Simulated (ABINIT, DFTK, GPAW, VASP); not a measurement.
# SiO2: band gap by level of theory

```xyz
12
Lattice="4.9756 0.0000 0.0000 0.0000 4.9756 0.0000 0.0000 0.0000 6.9009" Properties=species:S:1:pos:R:3 pbc="T T T"
Si    3.9966    3.9966    3.4504
Si    3.4668    1.5088    1.7252
Si    1.5088    3.4668    5.1757
Si    0.9790    0.9790    0.0000
O     3.7902    0.5492    2.9815
O     4.4263    1.1854    0.4690
O     0.5492    3.7902    3.9194
O     1.3024    1.9386    5.6446
O     1.1854    4.4263    6.4319
O     3.6732    3.0370    2.1942
O     1.9386    1.3024    1.2562
O     3.0370    3.6732    4.7067
```

The cell comes from a database or a generator and needn't be the stable form of this composition.

```tsv
rung	level	program and potentials	cutoff (eV)	k mesh	task	band gap (eV)	notes
LDA	LDA	ABINIT, JTH PAW LDA v2.0	626	6 × 6 × 4	band structure	5.47	-
LDA	LDA	VASP, LDA PAW files O, Si, 520 eV	520	6 × 6 × 4	dielectric tensor	5.49	-
GGA	PBEsol	DFTK, PseudoDojo SR PBEsol 0.4.1 standard (PBEsol)	1143	6 × 6 × 4	single point	5.70	-
meta-GGA	r2SCAN	GPAW, GPAW PAW data sets (gpaw-data 1.2.1)	800	4 × 4 × 3	band structure	6.42	potentials made for PBE
```

All rows: no spin polarisation. Gaps are the least found on the k mesh or the band path, and a mesh can miss the band edges. Meshes differ between rows, which moves values too. All levels ran on this one cell, unrelaxed unless noted. Meshes are those of the run's cell of 12 atoms unless a note names another. Runs on faulty files, with rough fits or with known faults for this quantity aren't shown. PBE isn't shown for this crystal. No row holds spin-orbit coupling.

By rung: LDA 5.47 to 5.49; GGA 5.70; meta-GGA 6.42 (eV).

The gap of this cristobalite-type cell widens at each rung, from 5.47 to 5.49 eV in LDA through 5.70 eV in PBEsol to 6.42 eV in r2SCAN. The two LDA values nearly coincide despite different codes and potentials, so the larger step to r2SCAN probably reflects mostly the functional. With the geometry held fixed, structural relaxation plays no part in the trend.

The wide gap itself comes from the strong, polar Si–O bond. The valence band top consists of nonbonding O 2p lone pairs, while the conduction band minimum is a dispersive, delocalised state of largely s-like antibonding character. The kinetic-energy density in r2SCAN makes its potential orbital-dependent, which probably recovers part of the separation between these states that LDA and PBEsol miss.

Even the r2SCAN value remains well below the measured gap of silica, as expected of semilocal functionals, which lack most of the derivative discontinuity. The series therefore supports an ordering of these functionals, not a converged estimate of the quasiparticle gap or of the exciton-dominated optical onset.
